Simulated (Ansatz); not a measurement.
Wanted: the native input for an Ansatz 0.2.0 run.

- Task: band structure
- Functional: LDA
- Potentials or basis: all-electron LAPW, scalar-relativistic
- Cutoff: 226 eV (chosen from the basis error)
- Basis error allowed: 0.001 eV/atom
- k mesh: 9 × 9 × 9
- Occupations: fermi-dirac, width 0.05 eV
- Spin: no spin polarisation

BeS:

```
S Be
1.0
     0.00000    2.42500    2.42500
     2.42500    0.00000    2.42500
     2.42500    2.42500    0.00000
S Be
1 1
Direct
  0.75000 0.75000 0.75000
  0.00000 0.00000 0.00000
```

These files were run (other wordings do the same):

input.yaml

```yaml
crystal:
  lattice:
    - [0.0, 2.425, 2.425]
    - [2.425, 0.0, 2.425]
    - [2.425, 2.425, 0.0]
  atoms:
    - { symbol: S, position: [0.75, 0.75, 0.75] }
    - { symbol: Be, position: [0.0, 0.0, 0.0] }
kpoints:
  mp_grid: { grid: [9, 9, 9] }
  band_path:
    path:
      - [0.0, 0.0, 0.0]
      - [0.5, 0.0, 0.5]
      - [0.5, 0.25, 0.75]
      - [0.375, 0.375, 0.75]
      - [0.0, 0.0, 0.0]
      - [0.5, 0.5, 0.5]
      - [0.625, 0.25, 0.625]
      - [0.5, 0.25, 0.75]
    npoints: 8
scf:
  occupations: { method: fermi_dirac, width: 0.05 }
hamiltonian:
  xc: lda
  pseudopotentials: { kind: all_electron, lapw: { basis_error: 0.001 } }
output:
  forces: true
  stress: true
  eigenvalues: true
```

Potentials or basis: all-electron LAPW, scalar-relativistic.

Run with:

```bash
$ ansatz run input.yaml --threads 1 --pin off --max-ram 3072MiB --backend cpu --events-out ev --progress --plain --runs-dir out
```

It gave:

```json
{
  "Pressure": "-3.2 GPa",
  "Band gap on the k mesh": "3.00 eV, indirect (least direct gap 5.52 eV)",
  "Band gap along the path": "2.90 eV, indirect (least direct gap 5.47 eV)"
}
```

Caveat: the mesh misses the band edges, which the band path finds closer together.

It took 6.3 s on 1 thread of Arm Neoverse V1, with other jobs on the host, peak memory 0.21 GiB.
